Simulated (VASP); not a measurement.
## Si: band structure with r2SCAN50

Crystal: Si.

```xyz
2
Lattice="0.0000 2.7219 2.7219 2.7219 0.0000 2.7219 2.7219 2.7219 0.0000" Properties=species:S:1:pos:R:3 pbc="T T T"
Si    2.7219    2.7219    2.7219
Si    4.0828    4.0828    4.0828
```

- Program: VASP 6.6.1
- Task: band structure
- Functional: r2SCAN50
- Potentials or basis: VASP PAW PBE potentials, release 64 (Si)
- Cutoff: 520 eV
- k mesh: 4 × 4 × 4
- Occupations: fermi-dirac, width 0.05 eV
- Spin: no spin polarisation
- Grid for exact exchange (PRECFOCK): Fast
- Exchange at q = 0: truncated
- Further INCAR settings: ALGO = Normal; EDIFF = 1e-06; NBANDS = 11

```json
{
  "Pressure": "-2.3 GPa",
  "Band gap on the k mesh": "3.39 eV, indirect (least direct gap 5.56 eV)",
  "Band gap along the path": "3.23 eV, indirect (least direct gap 5.56 eV)"
}
```

Levels at the corners of the path, in eV from the valence-band top:
```csv
point,band 2,band 3,band 4,band 5,band 6,band 7
Γ,0.00,0.00,0.00,5.56,5.56,5.56
X,-9.68,-3.51,-3.51,3.39,3.39,14.44
X,-9.68,-3.51,-3.51,3.39,3.39,14.44
W,-9.46,-4.58,-4.58,7.36,7.36,8.46
W,-9.46,-4.58,-4.58,7.36,7.36,8.46
K,-8.92,-5.18,-2.99,3.95,7.29,11.37
K,-8.92,-5.18,-2.99,3.95,7.29,11.37
Γ,0.00,0.00,0.00,5.56,5.56,5.56
Γ,0.00,0.00,0.00,5.56,5.56,5.56
L,-8.60,-1.48,-1.48,4.45,6.46,6.46
L,-8.60,-1.48,-1.48,4.45,6.46,6.46
U,-8.92,-5.18,-2.99,3.95,7.29,11.37
U,-8.92,-5.18,-2.99,3.95,7.29,11.37
W,-9.46,-4.58,-4.58,7.36,7.36,8.46
W,-9.46,-4.58,-4.58,7.36,7.36,8.46
L,-8.60,-1.48,-1.48,4.45,6.46,6.46
L,-8.60,-1.48,-1.48,4.45,6.46,6.46
K,-8.92,-5.18,-2.99,3.95,7.29,11.37
U,-8.92,-5.18,-2.99,3.95,7.29,11.37
X,-9.68,-3.51,-3.51,3.39,3.39,14.44
```

It took 11 min on 1 thread of AMD EPYC 7R43 64-Core Processor (Zen 3), on a shared host, peak memory 0.14 GiB.

Caveat: the k mesh is coarse (spacing up to 0.50 Å⁻¹), so the values aren't converged, least of all with exact exchange; the PAW data sets were made with another functional, which shifts forces and pressure a little; the mesh misses the band edges, which the band path finds closer together.
